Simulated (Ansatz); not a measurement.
Crystal: SrO.

```xyz
2
Lattice="0.0000 2.5663 2.5663 2.5663 0.0000 2.5663 2.5663 2.5663 0.0000" Properties=species:S:1:pos:R:3 pbc="T T T"
Sr    2.5663    2.5663    2.5663
O     0.0000    0.0000    0.0000
```

Base run:

* Program: Ansatz 0.2.0
* Functional: revPBE
* Potentials or basis: all-electron LAPW, scalar-relativistic
* Cutoff: 217 eV (chosen from the basis error)
* Basis error allowed: 0.001 eV/atom
* k mesh: 9 × 9 × 9
* Occupations: fermi-dirac, width 0.05 eV
* Spin: no spin polarisation

Its results: band gap on the k mesh 3.46 eV, indirect (least direct gap 3.54 eV); pressure 5.6 GPa.

**Question.** The run is repeated on the same cell with these changes: functional from revPBE to PBEsol. What comes out?

**Answer.** Band gap on the k mesh 3.26 eV, indirect (least direct gap 3.34 eV); pressure -0.5 GPa.

PBEsol binds more tightly than revPBE, so the same cell stands under less pressure.

A k mesh can miss the band edges.
